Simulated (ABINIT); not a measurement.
**V in ABINIT: convergence with k mesh**

Input of the first run (k mesh 1 × 1 × 1); the others differ in this setting and in those tied to it:

run.abi

```
# Pseudopotentials
pp_dirpath "./"
pseudos "V.hgh"

# Structure
acell 5.0355935034 4.9034295257 4.9211144889
rprim
    -0.5692861710     0.5704660317     0.5920150017
     0.5775954704    -0.5696310284     0.5847255460
     0.5785330479     0.5635876243    -0.5896342106
ntypat 1
znucl 23
natom 1
typat 1
xred
     0.0102680000     0.0045550000    -0.0011910000
chkprim 0
chksymtnons 0
tolsym 1.0e-6

# Plane-wave basis
ecut 1442.203471 eV

# k points
kptopt 1
ngkpt 1 1 1
nshiftk 1
shiftk 0.0 0.0 0.0

# Exchange and correlation
ixc 7

# Bands and occupations
nband 7
occopt 6
tsmear 0.05 eV

# Spin
nsppol 2
spinat
     0.0000000000     0.0000000000     2.0000000000

# SCF cycle
nstep 100
tolvrs 1.0e-10

# Output
iomode 3
prtwf 0
prtden 0
prteig 0
prtebands 0
enunit 1
prtvol 2
```

Potentials or basis: HGH LDA.

Run with:

```console
$ abinit run.abi > log 2>&1
```

The cell isn't the ideal one: cell strained at random at fixed volume.

Hardware: 1 thread of Arm Neoverse V1, on a shared host.

```tsv
k mesh	energy less the tightest run (meV/atom)	pressure (GPa)	largest site moment (μB)	SCF cycles	CPU time (s)	peak memory (GiB)
1 × 1 × 1	-9620.20	4.65	2.54	11	1.1	0.06
2 × 2 × 2	-418.13	-37.35	0.06	46	13	0.07
3 × 3 × 3	-59.64	-19.53	0.30	34	29	0.07
4 × 4 × 4	-112.58	8.46	1.66	15	32	0.08
5 × 5 × 5	not converged	-	-	-	-	-
6 × 6 × 6	-14.32	-9.39	0.99	17	120	0.11
7 × 7 × 7	9.11	-5.72	1.13	25	260	0.13
9 × 9 × 9	-1.45	-10.69	0.90	25	550	0.2
10 × 10 × 10	0.00	-9.56	0.95	39	1100	0.26
```

Not settled before the last step: the energy (to 1 meV/atom), the pressure (to 0.1 GPa), the largest site moment (to 0.02 μB). Meshes of other sizes hit other points, so gaps and Fermi surfaces needn't settle smoothly. The tightest run that finished is the yardstick and may itself not be fully converged.

Caveat, for the tightest run too: HGH potentials are hard and often keep d shells in the core, so these values are rough.
